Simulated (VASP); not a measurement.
A run of VASP 6.6.1 is set up as follows.

INCAR

```
SYSTEM = HC60N3
PREC = Accurate
ENCUT = 520
EDIFF = 1E-6
ISMEAR = 0
SIGMA = 0.03
LREAL = .False.
LASPH = .True.
NELM = 100
ALGO = Normal
ISIF = 2
LWAVE = .False.
LCHARG = .True.
METAGGA = R2SCAN
LMIXTAU = .True.
LELF = .True.
LVHAR = .True.
NBANDS = 166
```

File KPOINTS:

```
Automatic mesh
0
Gamma
  2 2 2
  0 0 0
```

The input POSCAR:

```
HC60N3
1.0
    7.1400000000      0.0000000000      0.0000000000
    0.0000000000      7.1400000000      0.0000000000
    0.0000000000      0.0000000000      7.1400000000
H C N
1 60 3
Direct
    0.5568732100      0.5568732100      0.5568732100
    0.6319130000      0.6319130000      0.6319130000
    0.5014860000      0.7507060000      0.7507060000
    0.7507060000      0.5014860000      0.7507060000
    0.7507060000      0.7507060000      0.5014860000
    0.4950870000      0.2505090000      0.7494590000
    0.4950870000      0.7494590000      0.2505090000
    0.2505090000      0.4950870000      0.7494590000
    0.7494590000      0.4950870000      0.2505090000
    0.2505090000      0.7494590000      0.4950870000
    0.7494590000      0.2505090000      0.4950870000
    0.6235760000      0.3759650000      0.8734240000
    0.6235760000      0.8734240000      0.3759650000
    0.3759650000      0.6235760000      0.8734240000
    0.8734240000      0.6235760000      0.3759650000
    0.3759650000      0.8734240000      0.6235760000
    0.8734240000      0.3759650000      0.6235760000
    0.5050870000      0.2510410000      0.2510410000
    0.2510410000      0.5050870000      0.2510410000
    0.2510410000      0.2510410000      0.5050870000
    0.1273950000      0.6227350000      0.6227350000
    0.6227350000      0.1273950000      0.6227350000
    0.6227350000      0.6227350000      0.1273950000
    0.9999620000      0.4999560000      0.4999560000
    0.4999560000      0.9999620000      0.4999560000
    0.4999560000      0.4999560000      0.9999620000
    0.1278200000      0.3773090000      0.3773090000
    0.3773090000      0.1278200000      0.3773090000
    0.3773090000      0.3773090000      0.1278200000
    0.6239330000      0.8758650000      0.8758650000
    0.8758650000      0.6239330000      0.8758650000
    0.8758650000      0.8758650000      0.6239330000
    0.0011195000      0.7494200000      0.7494200000
    0.7494200000      0.0011195000      0.7494200000
    0.7494200000      0.7494200000      0.0011195000
    0.1237350000      0.3750450000      0.8761320000
    0.1237350000      0.8761320000      0.3750450000
    0.3750450000      0.1237350000      0.8761320000
    0.8761320000      0.1237350000      0.3750450000
    0.3750450000      0.8761320000      0.1237350000
    0.8761320000      0.3750450000      0.1237350000
    0.9987500000      0.2495250000      0.7493430000
    0.9987500000      0.7493430000      0.2495250000
    0.2495250000      0.9987500000      0.7493430000
    0.7493430000      0.9987500000      0.2495250000
    0.2495250000      0.7493430000      0.9987500000
    0.7493430000      0.2495250000      0.9987500000
    0.1237820000      0.1237820000      0.6246850000
    0.1237820000      0.6246850000      0.1237820000
    0.6246850000      0.1237820000      0.1237820000
    0.0017403000      0.2503660000      0.2503660000
    0.2503660000      0.0017403000      0.2503660000
    0.2503660000      0.2503660000      0.0017403000
    0.1249420000      0.8743930000      0.8743930000
    0.8743930000      0.1249420000      0.8743930000
    0.8743930000      0.8743930000      0.1249420000
    0.9999680000      0.9999680000      0.4998950000
    0.9999680000      0.4998950000      0.9999680000
    0.4998950000      0.9999680000      0.9999680000
    0.1254050000      0.1254050000      0.1254050000
    0.9997840000      0.9997840000      0.9997840000
    0.6351560000      0.3648080000      0.3648080000
    0.3648080000      0.6351560000      0.3648080000
    0.3648080000      0.3648080000      0.6351560000
```

Potentials or basis: VASP PAW PBE potentials, release 64 (H, C, N).

Launch:

```bash
$ cat potpaw_PBE.64/H/POTCAR potpaw_PBE.64/C/POTCAR potpaw_PBE.64/N/POTCAR > POTCAR
$ mpirun -np 1 vasp_std > vasp.out
```

Problem. Predict the largest force.

Solution. 7.907 eV/Å.

Problem. What does it give for the band gap on the k mesh?

Solution. 3.92 eV, indirect (least direct gap 3.99 eV).

Forces in eV/Å, atoms in the order of the input:
```
H   -4.565 -4.565 -4.565
C    4.255  4.255  4.255
C    0.002  0.093  0.093
C    0.093  0.002  0.093
C    0.093  0.093  0.002
C   -0.024 -0.012  0.004
C   -0.024  0.004 -0.012
C   -0.012 -0.024  0.004
C    0.004 -0.024 -0.012
C   -0.012  0.004 -0.024
C    0.004 -0.012 -0.024
C   -0.017  0.009 -0.002
C   -0.017 -0.002  0.009
C    0.009 -0.017 -0.002
C   -0.002 -0.017  0.009
C    0.009 -0.002 -0.017
C   -0.002  0.009 -0.017
C   -0.006  0.006  0.006
C    0.006 -0.006  0.006
C    0.006  0.006 -0.006
C    0.004 -0.021 -0.021
C   -0.021  0.004 -0.021
C   -0.021 -0.021  0.004
C    0.016  0.000  0.000
C    0.000  0.016  0.000
C    0.000  0.000  0.016
C    0.002  0.020  0.020
C    0.020  0.002  0.020
C    0.020  0.020  0.002
C   -0.017 -0.016 -0.016
C   -0.016 -0.017 -0.016
C   -0.016 -0.016 -0.017
C    0.005  0.013  0.013
C    0.013  0.005  0.013
C    0.013  0.013  0.005
C    0.008  0.026 -0.005
C    0.008 -0.005  0.026
C    0.026  0.008 -0.005
C   -0.005  0.008  0.026
C    0.026 -0.005  0.008
C   -0.005  0.026  0.008
C    0.003 -0.010  0.011
C    0.003  0.011 -0.010
C   -0.010  0.003  0.011
C    0.011  0.003 -0.010
C   -0.010  0.011  0.003
C    0.011 -0.010  0.003
C    0.006  0.006 -0.011
C    0.006 -0.011  0.006
C   -0.011  0.006  0.006
C   -0.006 -0.018 -0.018
C   -0.018 -0.006 -0.018
C   -0.018 -0.018 -0.006
C    0.003 -0.005 -0.005
C   -0.005  0.003 -0.005
C   -0.005 -0.005  0.003
C   -0.003 -0.003 -0.010
C   -0.003 -0.010 -0.003
C   -0.010 -0.003 -0.003
C    0.005  0.005  0.005
C    0.002  0.002  0.002
N    0.014  0.087  0.087
N    0.087  0.014  0.087
N    0.087  0.087  0.014
```

Caveat: the k mesh is coarse (spacing up to 0.44 Å⁻¹), so the values aren't converged; the PAW data sets were made with another functional, which shifts forces and pressure a little. r2SCAN opens gaps a little over a GGA but as a rule still falls short of measured ones.
